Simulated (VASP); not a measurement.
# CuAu (P4/mmm) in VASP: further runs, part 2 of 2

VASP 6.6.1. The steps go on from the part before.

### Step 5. Single point, PBE

INCAR reads:

```
SYSTEM = CuAu
ADDGRID  = .FALSE.      
ALGO     = Normal         ! electronic algorithm
EDIFF    = 1E-6           ! SCF threshold, eV
ENCUT    = 520            ! plane-wave cutoff, eV
GGA      = PE             ! functional
ISIF     = 2              ! what is computed and relaxed
ISMEAR   = 1              ! smearing method
LASPH    = .TRUE.         ! aspherical terms in the spheres
LCHARG   = .FALSE.        ! write CHGCAR
LREAL    = .FALSE.        ! projectors in reciprocal space
LWAVE    = .FALSE.        ! write WAVECAR
NBANDS   = 18             ! bands
NELM     = 100            ! most SCF steps
PREC     = Accurate       ! precision mode
SIGMA    = 0.2            ! smearing width, eV
```

KPOINTS reads:

```
k-points
0
G
  12 12 9
  0 0 0
```

POSCAR reads:

```
CuAu
1.0
    2.8107494552      0.0000000000      0.0000000000
    0.0000000000      2.8107494552      0.0000000000
    0.0000000000      0.0000000000      3.6850000000
Au Cu
1 1
Direct
    0.0000000000      0.0000000000      0.0000000000
    0.5000000000      0.5000000000      0.5000000000
```

Potentials or basis: VASP PAW PBE potentials, release 64 (Au, Cu).

Command:

```
$ cat potpaw_PBE.64/Au/POTCAR potpaw_PBE.64/Cu/POTCAR > POTCAR
$ mpirun -np 1 vasp_std > vasp.out
```

OUTCAR:

```text
SYSTEM = CuAu
   EDIFF = 1E-6
   ENCUT = 520
   GGA = PE
   ISIF = 2
   ISMEAR = 1
   LASPH = .TRUE.
   LREAL = .FALSE.
   NELM = 100
   PREC = Accurate

 Found    140 irreducible k-points:

 Following reciprocal coordinates:
            Coordinates               Weight
  0.000000  0.000000  0.000000      1.000000
  0.083333  0.000000  0.000000      4.000000
  0.166667  0.000000  0.000000      4.000000
  0.250000  0.000000  0.000000      4.000000
  0.333333  0.000000  0.000000      4.000000
  0.416667  0.000000  0.000000      4.000000
   k-points           NKPTS =    140   k-points in BZ     NKDIM =    140   number of bands    NBANDS=     18
   number of dos      NEDOS =    301   number of ions     NIONS =      2
   total plane-waves  NPLWV =  16128
   dimension x,y,z NGX =    24 NGY =   24 NGZ =   28
   dimension x,y,z NGXF=    48 NGYF=   48 NGZF=   56
   ions per type =               1   1
   NGX,Y,Z   is equivalent  to a cutoff of  14.20, 14.20, 12.63 a.u.
   NGXF,Y,Z  is equivalent  to a cutoff of  28.39, 28.39, 25.26 a.u.
 SYSTEM =  CuAu
   PREC   = accura    normal or accurate (medium, high low for compatibility)
   ISTART =      0    job   : 0-new  1-cont  2-samecut
   ICHARG =      2    charge: 1-file 2-atom 10-const
   ISPIN  =      1    spin polarized calculation?
   LNONCOLLINEAR =      F non collinear calculations
   LSORBIT =      F    spin-orbit coupling
   LASPH  =      T    aspherical Exc in radial PAW
   ENCUT  =  520.0 eV  38.22 Ry    6.18 a.u.   5.23  5.23  6.85*2*pi/ulx,y,z
   NELM   =    100;   NELMIN=  2; NELMDL= -5     # of ELM steps
   EDIFF  = 0.1E-05   stopping-criterion for ELM
   LREAL  =      F    real-space projection
   EDIFFG = 0.1E-04   stopping-criterion for IOM
   NSW    =      0    number of steps for IOM
   IBRION =     -1    ionic relax: 0-MD 1-quasi-New 2-CG
   NFREE  =      0    steps in history (QN), initial steepest desc. (CG)
   ISIF   =      2    stress and relaxation
   ISYM   =      2    0-nonsym 1-usesym 2-fastsym
   POTIM  = 0.5000    time-step for ionic-motion
   TEBEG  =    0.0;   TEEND  =   0.0 temperature during run
   PSTRESS=    0.0 pullay stress
   NELECT =      22.0000    total number of electrons
   NUPDOWN=      -1.0000    fix difference up-down
   EMIN   =  10.00;   EMAX   =-10.00  energy-range for DOS
   EFERMI =   0.00;   METHOD = LEGACY
   ISMEAR =     1;   SIGMA  =   0.20  broadening in eV -4-tet -1-fermi 0-gaus
   EFERMI_NEDOS =   21; number of points for ismear=-14 and -15
   IALGO  =     38    algorithm
   IMIX   =      4    mixing-type and parameters
     AMIX     =   0.40;   BMIX     =  1.00
     AMIX_MAG =   1.60;   BMIX_MAG =  1.00
  volume/ion in A,a.u.               =      14.56        98.23
  Fermi-wavevector in a.u.,A,eV,Ry     =   1.491152  2.817868 30.253005  2.223533
  Thomas-Fermi vector in A             =   2.603843
   LORBIT       =      0    0 simple, 1 ext, 2 COOP (PROOUT), +10 PAW based schemes
   GGA     = PE    functional components
   LHFCALC =     F    Hartree Fock is set to
   AEXX    =    0.0000 exact exchange contribution
   IVDW    =     0    specifies the selected vdW correction
   LEPSILON=     F    determine dielectric tensor
   LRPA    =     F    only Hartree local field effects (RPA)
 non-spin polarized calculation
 Methfessel and Paxton  Order N= 1 SIGMA  =   0.20
  energy-cutoff  :      520.00
  volume of cell :       29.11
 maximum number of plane-waves:       800
 NGX is ok and might be reduce to    24
   NGX = 11   NGY = 11   NGZ = 13

 number of electron      22.0000010 magnetization

 Free energy of the ion-electron system (eV)
  ---------------------------------------------------
  ext. energy  EPLUGINS =         0.00000000
  ---------------------------------------------------
  free energy    TOTEN  =        -7.04623876 eV

  energy without entropy =       -7.04334901  energy(sigma->0) =       -7.04527551

 E-fermi :   8.6803     XC(G=0): -12.6641

 val. band max:        8.6531471455   @ k =   0.5000   0.2500   0.1111
 cond. band min:       8.6995416614   @ k =   0.0833   0.0000   0.2222
 fundamental gap:      0.0463945159
 Fermi energy:         8.6803365174

 k-point     1 :       0.0000    0.0000    0.0000
  band No.  band energies     occupation
      1      -1.0370      2.00000
      2       2.1300      2.00000
      3       2.2841      2.00000
      4       4.6701      2.00000
      5       4.6701      2.00000
      6       5.7313      2.00000
[... 10 lines left out ...]
     17      25.5478      0.00000
     18      26.1375      0.00000

 k-point     2 :       0.0833    0.0000    0.0000
  band No.  band energies     occupation
      1      -0.8751      2.00000
      2       2.2109      2.00000
      3       2.3770      2.00000
      4       4.5715      2.00000
      5       4.7077      2.00000
      6       5.6611      2.00000
[... 10 lines left out ...]
     17      26.2013      0.00000
     18      26.7891      0.00000

 k-point     3 :       0.1667    0.0000    0.0000
  band No.  band energies     occupation
      1      -0.4103      2.00000
      2       2.3825      2.00000
      3       2.7037      2.00000
      4       4.2950      2.00000
      5       4.8164      2.00000
      6       5.4639      2.00000
[... 10 lines left out ...]
     17      26.0437      0.00000
     18      27.9021      0.00000

 k-point     4 :       0.2500    0.0000    0.0000
  band No.  band energies     occupation
      1       0.2902      2.00000
      2       2.6081      2.00000
      3       3.2230      2.00000
      4       3.9143      2.00000
      5       4.9832      2.00000
      6       5.1883      2.00000
[... 10 lines left out ...]
     17      24.9215      0.00000
     18      27.0519      0.00000

 k-point     5 :       0.3333    0.0000    0.0000
  band No.  band energies     occupation
      1       1.0958      2.00000
      2       2.8840      2.00000
      3       3.5454      2.00000
      4       3.7830      2.00000
      5       4.9131      2.00000
      6       5.1825      2.00000
[... 10 lines left out ...]
     17      23.1660      0.00000
     18      26.0293      0.00000

 k-point     6 :       0.4167    0.0000    0.0000
  band No.  band energies     occupation
      1       1.7718      2.00000
      2       3.1950      2.00000
      3       3.2873      2.00000
      4       4.1556      2.00000
      5       4.7150      2.00000
      6       5.3659      2.00000
[... 10 lines left out ...]
     17      24.2022      0.00000
     18      25.0921      0.00000

 [... further k-points ...]

------------------------ aborting loop because EDIFF is reached ----------------------------------------

  FORCE on cell =-STRESS in cart. coord.  units (eV):
  Direction    XX          YY          ZZ          XY          YZ          ZX
  --------------------------------------------------------------------------------------
  -------------------------------------------------------------------------------------
  Total        0.9226621      0.9226621      0.6578118      0.0000000     -0.0000000      0.0000000
  in kB       50.7775195     50.7775195     36.2018245      0.0000000     -0.0000000      0.0000000
  external PRESSURE =      45.9189545 kB  Pullay stress =       0.0000000 kB

 VOLUME and BASIS-vectors are now :
 -----------------------------------------------------------------------------
  energy-cutoff  :      520.00
  volume of cell :       29.11
      direct lattice vectors                 reciprocal lattice vectors
     2.810749455  0.000000000  0.000000000     0.355776997  0.000000000  0.000000000
     0.000000000  2.810749455  0.000000000     0.000000000  0.355776997  0.000000000
     0.000000000  0.000000000  3.685000000     0.000000000  0.000000000  0.271370421

 POSITION                                       TOTAL-FORCE (eV/Angst)
 -----------------------------------------------------------------------------------
      0.00000      0.00000      0.00000         0.000000      0.000000      0.000000
      1.40537      1.40537      1.84250         0.000000      0.000000      0.000000
 -----------------------------------------------------------------------------------
    total drift:                                0.000000      0.000000     -0.000000

  FREE ENERGIE OF THE ION-ELECTRON SYSTEM (eV)
  ---------------------------------------------------
  free  energy   TOTEN  =        -7.0462387573 eV

  energy  without entropy=       -7.0433490114  energy(sigma->0) =       -7.04527551
```

Run time: 50 s. Hardware: 1 thread of Intel Xeon Platinum 8375C at 2.90GHz (Ice Lake), shared host; peak memory 0.2 GiB.

These settings aren't checked as converged: the numbers below hold their error.

Results:

```yaml
Free_energy: -7.0462 eV
Pressure: 4.6 GPa
Band_gap_on_the_k_mesh: none (metal or under the smearing width)
```

### Step 6. Single point, PBE

INCAR is that of step 5.

KPOINTS is that of step 5.

POSCAR reads:

```
CuAu
1.0
    2.8107494552      0.0000000000      0.0000000000
    0.0000000000      2.8107494552      0.0000000000
    0.0000000000      0.0000000000      3.6850000000
Au Cu
1 1
Direct
    0.0257070000      0.0114430000     -0.0258500000
    0.4994280000      0.4658820000      0.5068750000
```

Potentials or basis: VASP PAW PBE potentials, release 64 (Au, Cu).

Command:

```
$ cat potpaw_PBE.64/Au/POTCAR potpaw_PBE.64/Cu/POTCAR > POTCAR
$ mpirun -np 1 vasp_std > vasp.out
```

It took 3.5 min on 1 thread of Intel Xeon Platinum 8375C at 2.90GHz (Ice Lake), shared host; peak memory 0.42 GiB.

The run converged, but some of its settings lie outside the range that counts as converged, so its numbers aren't taken as properties of the crystal.

Results:

- Free energy: -6.9524 eV
- Pressure: 6.8 GPa
- Largest force: 1.086 eV/Å
- Band gap on the k mesh: none (metal or under the smearing width)

### Step 7. For comparison

An earlier run on the cell as given: functional PBEsol; potentials or basis VASP PAW PBE potentials, release 64 (Au, Cu); cutoff 520 eV; k mesh 9 × 9 × 7; occupations fermi-dirac, width 0.05 eV; no spin polarisation.

- Pressure: -3.9 GPa
- Band gap on the k mesh: none (metal or under the smearing width)
